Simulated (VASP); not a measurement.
# Mg2Si (Fm-3m) in VASP: settings compared, part 2 of 2

VASP 6.6.1.

**3. Phonons, PBEsol**

File POSCAR:

```
Mg2Si
1.0
    0.0000000000      3.1623955246      3.1623955246
    3.1623955246      0.0000000000      3.1623955246
    3.1623955246      3.1623955246      0.0000000000
  Mg              Si
     2     1
Direct
     0.2500000000000000    0.2500000000000000    0.2500000000000000
     0.7500000000000000    0.7500000000000000    0.7500000000000000
     0.0000000000000000    0.0000000000000000    0.0000000000000000
```

File INCAR.step1:

```
SYSTEM = Mg2Si
PREC = Accurate
ENCUT = 600
EDIFF = 1E-8
ISMEAR = 0
SIGMA = 0.03
LREAL = .False.
LASPH = .True.
NELM = 80
ALGO = Normal
ISIF = 3
LWAVE = .False.
LCHARG = .False.
GGA = PS
KPAR = 2
IBRION = 2
NSW = 40
EDIFFG = -0.002
```

File INCAR.step2:

```
SYSTEM = Mg2Si
PREC = Accurate
ENCUT = 600
EDIFF = 1E-8
ISMEAR = 0
SIGMA = 0.03
LREAL = .False.
LASPH = .True.
NELM = 80
ALGO = Normal
ISIF = 2
LWAVE = .False.
LCHARG = .False.
GGA = PS
KPAR = 2
IBRION = 6
NFREE = 2
POTIM = 0.015
NSW = 1
```

File KPOINTS:

```
regular mesh
0
Gamma
  10 10 10
  0 0 0
```

Potentials or basis: VASP PAW PBE potentials, release 64 (Mg, Si).

Run with:

```bash
> cat potpaw_PBE.64/Mg/POTCAR potpaw_PBE.64/Si/POTCAR > POTCAR
> cp INCAR.step1 INCAR
> mpirun -np 2 vasp_std > vasp.out
> cp CONTCAR POSCAR
> cp INCAR.step2 INCAR
> mpirun -np 2 vasp_std > vasp.out
```

OUTCAR:

```text
SYSTEM = Mg2Si
   PREC = Accurate
   ENCUT = 600
   EDIFF = 1E-8
   ISMEAR = 0
   LREAL = .False.
   LASPH = .True.
   NELM = 80
   ISIF = 2
   GGA = PS
   IBRION = 6
   NFREE = 2
   POTIM = 0.015
   NSW = 1

 ion  position               nearest neighbor table
   1  0.250  0.250  0.250-   3 2.74   3 2.74   3 2.74   3 2.74   2 3.16   2 3.16   2 3.16   2 3.16
                             2 3.16   2 3.16
   2  0.750  0.750  0.750-   3 2.74   3 2.74   3 2.74   3 2.74   1 3.16   1 3.16   1 3.16   1 3.16
                             1 3.16   1 3.16
   3  0.000  0.000  0.000-   2 2.74   2 2.74   2 2.74   1 2.74   1 2.74   1 2.74   2 2.74   1 2.74

  LATTYP: Found a face centered cubic cell.
 ALAT       =     6.3247910492

  Lattice vectors:

 A1 = (   0.0000000000,   3.1623955246,   3.1623955246)
 A2 = (   3.1623955246,   0.0000000000,   3.1623955246)
 A3 = (   3.1623955246,   3.1623955246,   0.0000000000)

Analysis of symmetry for initial positions (statically):
=====================================================================
 Subroutine PRICEL returns:
 Original cell was already a primitive cell.

 Routine SETGRP: Setting up the symmetry group for a
 face centered cubic supercell.

 Subroutine GETGRP returns: Found 48 space group operations
 (whereof 48 operations were pure point group operations)
 out of a pool of 48 trial point group operations.

The static configuration has the point symmetry O_h .

Analysis of symmetry for dynamics (positions and initial velocities):
=====================================================================
 Subroutine PRICEL returns:
 Original cell was already a primitive cell.

 Routine SETGRP: Setting up the symmetry group for a
 face centered cubic supercell.

 Subroutine GETGRP returns: Found 48 space group operations
 (whereof 48 operations were pure point group operations)
 out of a pool of 48 trial point group operations.

The dynamic configuration has the point symmetry O_h .

 Subroutine INISYM returns: Found 48 space group operations
 (whereof 48 operations are pure point group operations),
 and found     1 'primitive' translations

----------------------------------------------------------------------------------------

                                     Primitive cell

  volume of cell :      63.2526

  direct lattice vectors                    reciprocal lattice vectors
     0.000000000  3.162395525  3.162395525    -0.158107990  0.158107990  0.158107990
     3.162395525  0.000000000  3.162395525     0.158107990 -0.158107990  0.158107990
     3.162395525  3.162395525  0.000000000     0.158107990  0.158107990 -0.158107990

  length of vectors
     4.472302640  4.472302640  4.472302640     0.273851072  0.273851072  0.273851072

  position of ions in fractional coordinates (direct lattice)
     0.250000000  0.250000000  0.250000000
[... 120 lines left out ...]

 number of electron       8.0000000 magnetization

 Free energy of the ion-electron system (eV)
  ---------------------------------------------------
  ext. energy  EPLUGINS =         0.00000000
  ---------------------------------------------------
  free energy    TOTEN  =        -9.67239991 eV

  energy without entropy =       -9.67239660  energy(sigma->0) =       -9.67239826

------------------------ aborting loop because EDIFF is reached ----------------------------------------

  FORCE on cell =-STRESS in cart. coord.  units (eV):
  Direction    XX          YY          ZZ          XY          YZ          ZX
  --------------------------------------------------------------------------------------
  -------------------------------------------------------------------------------------
  Total       -0.0001725     -0.0001725     -0.0001725     -0.0000000      0.0000000     -0.0000000
  in kB       -0.0043696     -0.0043696     -0.0043696     -0.0000000      0.0000000     -0.0000000
  external PRESSURE =      -0.0043696 kB  Pullay stress =       0.0000000 kB
[... 135 lines left out ...]
--------------------------------------- Ionic step        5  -------------------------------------------

 number of electron       8.0000000 magnetization

 Free energy of the ion-electron system (eV)
  ---------------------------------------------------
  ext. energy  EPLUGINS =         0.00000000
  ---------------------------------------------------
  free energy    TOTEN  =        -9.67181474 eV

  energy without entropy =       -9.67181144  energy(sigma->0) =       -9.67181309

 E-fermi :   3.6819     XC(G=0):  -8.9161

 val. band max:        3.6265914561   @ k =   0.0000   0.0000   0.0000
 cond. band min:       3.7373617814   @ k =   0.5000   0.5000   0.0000
 fundamental gap:      0.1107703253
 Fermi energy:         3.6818503563

 k-point     1 :       0.0000    0.0000    0.0000
  band No.  band energies     occupation
      1      -5.5466      2.00000
      2       3.6261      1.99136
      3       3.6261      1.99136
      4       3.6266      1.99081
      5       5.5137      0.00000
      6       6.1871      0.00000
      7       6.1874      0.00000
      8       6.1874      0.00000
[... 243 lines left out ...]
 k-point    24 :       0.4000    0.3000    0.0000
  band No.  band energies     occupation
      1      -4.1542      2.00000
      2       0.0449      2.00000
      3       1.5875      2.00000
      4       1.9633      2.00000
      5       4.3945      0.00000
      6       4.9338      0.00000
      7       9.1151      0.00000
      8       9.2005      0.00000

 [... further k-points ...]

------------------------ aborting loop because EDIFF is reached ----------------------------------------

  FORCE on cell =-STRESS in cart. coord.  units (eV):
  Direction    XX          YY          ZZ          XY          YZ          ZX
  --------------------------------------------------------------------------------------
  -------------------------------------------------------------------------------------
  Total        0.0005225      0.0017903      0.0017903     -0.0000000      0.0000000      0.0000000
  in kB        0.0132351      0.0453468      0.0453468     -0.0000000      0.0000000      0.0000000
  external PRESSURE =       0.0346429 kB  Pullay stress =       0.0000000 kB
[... 18 lines left out ...]
  FREE ENERGIE OF THE ION-ELECTRON SYSTEM (eV)
  ---------------------------------------------------
  free  energy   TOTEN  =        -9.6718147351 eV

  energy  without entropy=       -9.6718114429  energy(sigma->0) =       -9.67181309

 INTERNAL STRAIN TENSORS FROM DISPLACED ATOMS
 ============================================

 INTERNAL STRAIN TENSOR FOR ION    1 for displacements in x,y,z  (eV/Angst):
          X           Y           Z          XY          YZ          ZX
  --------------------------------------------------------------------------------
  x    -0.00000    -0.00000    -0.00000     0.00000    -1.79848     0.00000
  y     0.00000    -0.00000     0.00000     0.00000     0.00000    -1.79848
  z    -0.00000    -0.00000    -0.00000    -1.79848     0.00000     0.00000

 INTERNAL STRAIN TENSOR FOR ION    3 for displacements in x,y,z  (eV/Angst):
          X           Y           Z          XY          YZ          ZX
  --------------------------------------------------------------------------------
  x     0.00000     0.00000     0.00000     0.00000     0.00000     0.00000
  y     0.00000     0.00000     0.00000     0.00000     0.00000     0.00000
  z     0.00000     0.00000     0.00000     0.00000     0.00000     0.00000

 Eigenvectors and eigenvalues of the dynamical matrix
 ----------------------------------------------------

   1 f  =    8.451071 THz    53.099643 2PiTHz  281.897376 cm-1    34.950804 meV
             X         Y         Z           dx          dy          dz
      1.581198  1.581198  1.581198     0.056723    0.424142   -0.000000
      4.743593  4.743593  4.743593     0.056723    0.424142    0.000000
      0.000000  0.000000  0.000000    -0.105528   -0.789073    0.000000
[... 43 lines left out ...]
   9 f/i=    0.000324 THz     0.002038 2PiTHz    0.010817 cm-1     0.001341 meV
             X         Y         Z           dx          dy          dz
      1.581198  1.581198  1.581198     0.000000    0.000000    0.562926
      4.743593  4.743593  4.743593     0.000000    0.000000    0.562926
      0.000000  0.000000  0.000000     0.000000    0.000000    0.605168

 ELASTIC MODULI CONTR FROM IONIC RELAXATION (kBar)
 Direction    XX          YY          ZZ          XY          YZ          ZX
 --------------------------------------------------------------------------------
 XX          -0.0000     -0.0000     -0.0000     -0.0000     -0.0000      0.0000
 YY          -0.0000     -0.0000     -0.0000     -0.0000     -0.0000     -0.0000
 ZZ          -0.0000     -0.0000     -0.0000     -0.0000     -0.0000      0.0000
 XY          -0.0000     -0.0000     -0.0000    -26.9737     -0.0000      0.0000
 YZ          -0.0000     -0.0000     -0.0000     -0.0000    -26.9737     -0.0000
 ZX           0.0000     -0.0000      0.0000      0.0000     -0.0000    -26.9737
 --------------------------------------------------------------------------------
```

Wall time 2.4 min (2 MPI ranks of Intel Xeon Platinum 8259CL at 2.50GHz (Skylake/Cascade Lake), shared host); peak memory 0.35 GiB.

What came out:

```yaml
Highest_phonon_frequency_at_Γ_LO-TO_splitting_left_out: 282 cm⁻¹
```

Phonon frequencies in cm⁻¹ (negative: imaginary):
```csv
q point,frequencies
"(0.000, 0.000, 0.000)",0 0 0 261 261 261 282 282 282
```

Caveat: the PAW data sets were made with another functional, which shifts forces and pressure a little.

**4. Dielectric tensor, PBEsol**

File INCAR:

```
SYSTEM = Mg2Si
PREC = Accurate
ENCUT = 600
EDIFF = 1E-8
ISMEAR = 0
SIGMA = 0.03
LREAL = .False.
LASPH = .True.
NELM = 80
ALGO = Normal
ISIF = 2
LWAVE = .False.
LCHARG = .False.
GGA = PS
LEPSILON = .True.
KPAR = 2
```

File KPOINTS:

```
regular mesh
0
Monkhorst
  12 12 12
  0 0 0
```

Edit POSCAR of step 3 so:

```diff
@@ -1,2 +1,2 @@
-Mg2Si
+Mg2Si                                   
 1.0
@@ -5,3 +5,3 @@
     3.1623955246      3.1623955246      0.0000000000
-  Mg              Si
+  Mg              Si            
      2     1
```

Potentials or basis: VASP PAW PBE potentials, release 64 (Mg, Si).

Run with:

```bash
> cat potpaw_PBE.64/Mg/POTCAR potpaw_PBE.64/Si/POTCAR > POTCAR
> mpirun -np 2 vasp_std > vasp.out
```

OUTCAR:

```text
SYSTEM = Mg2Si
   PREC = Accurate
   ENCUT = 600
   EDIFF = 1E-8
   ISMEAR = 0
   LREAL = .False.
   LASPH = .True.
   NELM = 80
   ISIF = 2
   GGA = PS
   LEPSILON = .True.

 ion  position               nearest neighbor table
   1  0.250  0.250  0.250-   3 2.74   3 2.74   3 2.74   3 2.74   2 3.16   2 3.16   2 3.16   2 3.16
                             2 3.16   2 3.16
   2  0.750  0.750  0.750-   3 2.74   3 2.74   3 2.74   3 2.74   1 3.16   1 3.16   1 3.16   1 3.16
                             1 3.16   1 3.16
   3  0.000  0.000  0.000-   2 2.74   2 2.74   2 2.74   1 2.74   1 2.74   1 2.74   2 2.74   1 2.74

  LATTYP: Found a face centered cubic cell.
 ALAT       =     6.3247910492

  Lattice vectors:

 A1 = (   0.0000000000,   3.1623955246,   3.1623955246)
 A2 = (   3.1623955246,   0.0000000000,   3.1623955246)
 A3 = (   3.1623955246,   3.1623955246,   0.0000000000)

Analysis of symmetry for initial positions (statically):
=====================================================================
 Subroutine PRICEL returns:
 Original cell was already a primitive cell.

 Routine SETGRP: Setting up the symmetry group for a
 face centered cubic supercell.

[... 493 lines left out ...]
  free energy    TOTEN  =        -2.71152316 eV

  energy without entropy =       -2.71152316

------------------------ aborting loop because EDIFF is reached ----------------------------------------

 PIEZOELECTRIC TENSOR FIELD DIRECTION 3  (e Angst)
 -----------------------------------------------------------------------------
    -0.00116  0.00000 -0.00000           (  0.00000  0.00000 -0.00000)
     0.00000 -0.00116  0.00000           (  0.00000  0.00000  0.00000)
    -0.00000  0.00000  0.00341           ( -0.00000  0.00000  0.00001)

 PIEZOELECTRIC TENSOR FIELD DIRECTION 3  (C/m^2)
 -----------------------------------------------------------------------------
    -0.00029  0.00000 -0.00000
     0.00000 -0.00029  0.00000
    -0.00000  0.00000  0.00086

 MACROSCOPIC STATIC DIELECTRIC TENSOR (including local field effects in DFT)
 ------------------------------------------------------
          15.392246    -0.000000     0.000000
           0.000000    15.392246    -0.000000
          -0.000000    -0.000000    15.392246
 ------------------------------------------------------

 PIEZOELECTRIC TENSOR (including local field effects)  for field in x, y, z        (e  Angst)
          XX          YY          ZZ          XY          YZ          ZX
  --------------------------------------------------------------------------------
  x     0.00000     0.00000     0.00000     0.00000     0.00000     0.00000
  y     0.00000     0.00000     0.00000     0.00000     0.00000     0.00000
  z     0.00000     0.00000     0.00000     0.00000     0.00000     0.00000

 PIEZOELECTRIC TENSOR (including local field effects)  for field in x, y, z        (C/m^2)
          XX          YY          ZZ          XY          YZ          ZX
  --------------------------------------------------------------------------------
  x     0.00000     0.00000     0.00000     0.00000     0.00000     0.00000
  y     0.00000     0.00000     0.00000     0.00000     0.00000     0.00000
  z     0.00000     0.00000     0.00000     0.00000     0.00000     0.00000

 BORN EFFECTIVE CHARGES (including local field effects) (in |e|, cummulative output)
 ---------------------------------------------------------------------------------
 ion    1
    1     1.82437     0.00000    -0.00000
    2     0.00000     1.82437     0.00000
    3     0.00000     0.00000     1.82437
 ion    2
    1     1.82437     0.00000    -0.00000
    2     0.00000     1.82437     0.00000
    3     0.00000     0.00000     1.82437
 ion    3
    1    -3.64873     0.00000     0.00000
    2     0.00000    -3.64873    -0.00000
    3     0.00000    -0.00000    -3.64873
```

OSZICAR:

```text
N       E                     dE             d eps       ncg     rms          rms(c)
DAV:   1     0.666023677369E+01    0.66602E+01   -0.30962E+03  2912   0.824E+02
DAV:   2    -0.983262541396E+01   -0.16493E+02   -0.15848E+02  4144   0.707E+01
DAV:   3    -0.102169077518E+02   -0.38428E+00   -0.36213E+00  3952   0.115E+01
[... 11 lines left out ...]
RMM:   7    -0.271137992432E+01   -0.51506E-03   -0.49506E-05 13076   0.354E-02    0.518E-03
RMM:   8    -0.271151950062E+01   -0.13958E-03   -0.36586E-06 12756   0.104E-02    0.104E-03
RMM:   9    -0.271151413237E+01    0.53682E-05    0.73195E-07 13418   0.273E-03    0.490E-04
RMM:  10    -0.271152226490E+01   -0.81325E-05   -0.80600E-07 13303   0.639E-04    0.889E-05
RMM:  11    -0.271152331152E+01   -0.10466E-05    0.20028E-07 13047   0.183E-04    0.659E-05
RMM:  12    -0.271152345854E+01   -0.14702E-06   -0.30612E-09 10474   0.130E-04    0.114E-05
RMM:  13    -0.271152315867E+01    0.29988E-06   -0.68033E-08  6348   0.791E-05    0.125E-06
```

Wall time 14 min (2 MPI ranks of Intel Xeon Platinum 8259CL at 2.50GHz (Skylake/Cascade Lake), shared host); peak memory 0.85 GiB.

Results:

```
Electronic dielectric tensor (diagonal) : 15.39
Born charges (mean of the diagonal)     : Mg +1.82; Si -3.65 e
```

Levels at points of the mesh, in eV from the valence-band top:
| k point | band 1 | band 2 | band 3 | band 4 | band 5 | band 6 | band 7 | band 8 |
| --- | --- | --- | --- | --- | --- | --- | --- | --- |
| (0.04, 0.04, 0.04) | -9.14 | -0.17 | 0.00 | 0.00 | 2.02 | 2.62 | 2.62 | 2.63 |

Electronic dielectric tensor:
```
15.39  0.00  0.00
 0.00 15.39  0.00
 0.00  0.00 15.39
```

Born effective charge tensors (e):
atom 1, Mg
```
1.82 0.00 0.00
0.00 1.82 0.00
0.00 0.00 1.82
```
atom 2, Mg
```
1.82 0.00 0.00
0.00 1.82 0.00
0.00 0.00 1.82
```
atom 3, Si
```
-3.65  0.00  0.00
 0.00 -3.65  0.00
 0.00  0.00 -3.65
```

Caveat: the PAW data sets were made with another functional, which shifts forces and pressure a little.
